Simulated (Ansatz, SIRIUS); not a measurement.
Given: the input of a run of Ansatz 0.2.0 on Ti. This isn't the form of Ti at room conditions, which is hcp.

Contents of input.yaml:

```yaml
crystal:
  lattice:
    - [4.5673748306, 0.0, 0.0]
    - [-2.2836874153, 3.9554626319, 0.0]
    - [0.0, 0.0, 2.82624427]
  atoms:
    - { symbol: Ti, position: [0.6666666667, 0.3333333333, 0.5] }
    - { symbol: Ti, position: [0.3333333333, 0.6666666667, 0.5] }
    - { symbol: Ti, position: [0.0, 0.0, 0.0] }
hamiltonian:
  xc: pbesol
  pseudopotentials: { kind: paw }
kpoints:
  mp_grid: { grid: [7, 7, 9] }
scf:
  occupations: { method: fermi_dirac, width: 0.05 }
output:
  forces: true
  stress: true
  eigenvalues: true
  write_density: true
  write_potential: true
  elf: true
  volumetric_format: npy
```

Potentials or basis: Ansatz PAW.

Run with:

```bash
$ ansatz run input.yaml --threads 1 --pin off --max-ram 3584MiB --backend cpu --events-out ev --progress --plain --runs-dir out
```

Problem. Set up the same calculation for SIRIUS 7.10.0. Potentials or basis there: PseudoDojo 0.4.1 PBEsol standard (scalar relativistic), cutoff 1152 eV.

Solution. As run (cutoffs and basis follow the program's own potentials, and thresholds, step limits or extra output files can differ):

Contents of sirius.json:

```json
{
  "control": {
    "processing_unit": "cpu",
    "verbosity": 2,
    "num_bands_to_print": 27,
    "print_forces": true,
    "print_stress": true
  },
  "parameters": {
    "electronic_structure_method": "pseudopotential",
    "xc_functionals": ["XC_GGA_X_PBE_SOL", "XC_GGA_C_PBE_SOL"],
    "gk_cutoff": 9.2,
    "pw_cutoff": 18.4,
    "ngridk": [7, 7, 9],
    "shiftk": [0, 0, 0],
    "smearing": "fermi_dirac",
    "smearing_width": 0.0018374661,
    "num_bands": 27,
    "num_mag_dims": 0,
    "num_dft_iter": 100,
    "energy_tol": 1e-08,
    "density_tol": 1e-06
  },
  "iterative_solver": {
    "type": "davidson",
    "min_tolerance": 1e-09,
    "tolerance_scale": [0.1, 0.25]
  },
  "mixer": {
    "type": "anderson",
    "beta": 0.7,
    "max_history": 8
  },
  "settings": {
    "tol_ne": 1e-10,
    "pseudo_grid_cutoff": 6.5
  },
  "unit_cell": {
    "lattice_vectors": [
      [8.631087538343, 0.0, 0.0],
      [-4.315543769172, 7.474741070482, 0.0],
      [0.0, 0.0, 5.340827631593]
    ],
    "atom_coordinate_units": "lattice",
    "atom_types": ["Ti"],
    "atom_files": {
      "Ti": "Ti.json"
    },
    "atoms": {
      "Ti": [
        [0.6666666667, 0.3333333333, 0.5],
        [0.3333333333, 0.6666666667, 0.5],
        [0.0, 0.0, 0.0]
      ]
    }
  }
}
```

Potentials or basis: PseudoDojo 0.4.1 PBEsol standard (scalar relativistic).

Launch:

```bash
$ upf_to_json Ti.upf
$ OMP_NUM_THREADS=1 sirius.scf --input=sirius.json --output=out.json --task=0
```

Both were run:

|  | Ansatz | SIRIUS |
| --- | --- | --- |
| Pressure | -3.7 GPa | -3.7 GPa |

Ansatz's pressure holds a Pulay term of +0.01 GPa for its cutoff of 420 eV, which the other run lacks.

Ansatz's potentials were made for PBE.

Where Ansatz's input types no cutoff or centring, it takes its own default and a Γ-centred mesh.

Pressure is positive in compression.
